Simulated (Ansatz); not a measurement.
TiAl3: how the energy converges with the cutoff

TiAl3, P1, a = 2.812 Å, b = 4.642 Å, c = 4.935 Å, α, β, γ = 90.2°, 90.8°, 90.8°. Ansatz: PBEsol, PAW, cutoff varied, Γ-centred 10×6×6 mesh on 4 atoms, Gaussian smearing 0.10 eV; no spin polarisation. Single points at one geometry with displaced atoms, the cutoff alone changed; ΔE is the energy at zero smearing over the run at 600 eV. The runs up to 350 eV lie under the cutoff recommended for these PAW datasets.

```tsv
cutoff (eV)	ΔE (meV/atom)
200	1613.20
250	?
300	58.25
350	8.26
420	0.53
```

**Question.** Assume ΔE falls exponentially with the cutoff, fit y = ln ΔE against x, the cutoff in eV, to the other rows, and predict the missing value.

**Answer.** y = 7.386, 4.065, 2.111, -0.635. Means x = 317.5, y = 3.2318; Σ(Δx)² = 25675, ΣΔxΔy = -935.5; the slope is their ratio. y = 14.80 − 0.03644 x, a factor of ten per 63 eV. At 250 eV this gives ΔE = 295.89 meV/atom. The run gave 338.73, a ratio of 0.87. Between neighbouring rows the decay runs from a factor of ten per 59 eV to one per 74 eV, so one exponential is only a rough guide.

This form isn't the usual stable structure of the compound.

Cost: 6 runs of about 1 core-minutes in all, on Intel Xeon Platinum 8488C (Sapphire Rapids) (shared hosts).